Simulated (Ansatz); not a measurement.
Runs of Ansatz 0.2.0 on Mg. The structure is cubic, space group Fm-3m (No. 225). Conventional cell: a = 4.489 Å, b = 4.489 Å, c = 4.489 Å, α = 90.00°, β = 90.00°, γ = 90.00°. Around Mg (site symmetry m-3m) lie 12 Mg at 3.17 Å. This isn't the form of Mg at room conditions, which is hcp.

| task | level | potentials or basis | spin | cell | k mesh | cutoff (eV) | smearing | driver | optimizer | fmax | steps | filter | other keys | gap on the mesh (eV) | pressure (GPa) |
| --- | --- | --- | --- | --- | --- | --- | --- | --- | --- | --- | --- | --- | --- | --- | --- |
| density of states | revPBE+D3(BJ) | Ansatz PAW | SOC, no magnetisation | as given | 10 × 10 × 10 | 420 | cold 0.1 eV | chain | - | - | - | - | - | none | -2.1 |
| single point | revPBE+D4 | Ansatz PAW accurate | off | cell strained at random at fixed volume | 8 × 8 × 8 | 760 | tetrahedron | chain | - | - | - | - | - | none | 0.7 |
| relaxation of cell and atoms | exchange-only PBE | SPMS NC | off | relaxed from: volume scaled by 1.15 | 7 × 7 × 7 | 762 | cold 0.1 eV | calculator | FIRE | 0.02 | 30 | UnitCellFilter | - | - | 0.1 |
| optical spectrum | r2SCAN+D4 | JTH PAW | collinear, ferromagnetic start | as given | 10 × 10 × 10 | 900 | methfessel-paxton 0.1 eV | chain | - | - | - | - | accuracy = high | none | - |
| band structure | HSE06 | Ansatz PAW | off | as given | 7 × 7 × 7 | 420 | methfessel-paxton 0.05 eV | chain | - | - | - | - | scf.algorithm = density_mixing | none | (a) |
| density of states | PBEsol | Ansatz PAW small core | off | volume scaled by 1.15 | 10 × 10 × 10 | 420 | tetrahedron-uncorrected | chain | - | - | - | - | basis.ecutrho_ratio = 12; scf.occupations.width = left out; … | none | -3.9 |
| density of states | revPBE+D3(BJ) | Ansatz PAW | SOC, no magnetisation | as given | 10 × 10 × 10 | 420 | cold 0.1 eV | - | - | - | - | - | - | none | -2.1 |

Question: Estimate the missing entries.

Answer: (a) 0.8.

Caveats: pairwise dispersion overbinds metals, which lowers pressure and volume (some runs); the potentials were made for another functional, which shifts forces and pressure (some runs); the thresholds are loose for stress (some runs); with tetrahedron occupations forces and stress needn't match the slope of the energy (some runs); spectra need much finer meshes, so this one isn't converged (some runs); independent-particle spectra lack excitons (some runs); the intraband (Drude) part of a metal's response may be missing (some runs).

A gap of «none» marks a metal or a gap under the smearing width.
